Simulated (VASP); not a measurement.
Wanted: the native input for a VASP 6.6.1 run.

```yaml
Task: relaxation of cell and atoms
Functional: PBE
Potentials_or_basis: VASP PAW PBE potentials, release 64 (Ti_sv, C)
Cutoff: 520 eV
k_mesh: 16 × 16 × 16
Occupations: gaussian, width 0.1 eV
Spin: no spin polarisation
Further_INCAR_settings: ALGO = Normal; EDIFF = 1e-07; IBRION = 2; EDIFFG = -0.15; NSW = 80; ISIF = 3
```

The structure of TiC lies in POSCAR:

```
TiC
1.0
    0.0000000000      2.1593000000      2.1593000000
    2.1593000000      0.0000000000      2.1593000000
    2.1593000000      2.1593000000      0.0000000000
Ti C
1 1
Direct
    0.0000000000      0.0000000000      0.0000000000
    0.5000000000      0.5000000000      0.5000000000
```

The input as run:

INCAR

```
  ALGO = Normal
  EDIFF = 1E-7
  EDIFFG = -0.15
  ENCUT = 520
  GGA = PE
  IBRION = 2
  ISIF = 3
  ISMEAR = 0
  LASPH = T
  LCHARG = F
  LREAL = F
  LWAVE = F
  NELM = 60
  NSW = 80
  PREC = Accurate
  SIGMA = 0.1
```

KPOINTS

```
k-points
0
Gamma
  16 16 16
```

Potentials or basis: VASP PAW PBE potentials, release 64 (Ti_sv, C).

Run with:

```bash
$ cat potpaw_PBE.64/Ti_sv/POTCAR potpaw_PBE.64/C/POTCAR > POTCAR
$ mpirun -np 1 vasp_std > vasp.out
```

It gave:

* Relaxed volume: 10.18 Å³/atom
* Relaxed cell: a = 3.065 Å, b = 3.065 Å, c = 3.065 Å, α = 60.00°, β = 60.00°, γ = 60.00°
* Space group after relaxing (to 0.05 Å): Fm-3m (No. 225)
* Energy gained by relaxing: 0.9 meV/atom
* Ionic steps: 3
* Pressure after relaxing: 0.0 GPa
* Band gap on the k mesh: none (metal or under the smearing width)

Wall time 41 s on 1 thread of Intel(R) Xeon(R) Platinum 8488C (Sapphire Rapids) (shared host), peak memory 0.17 GiB.
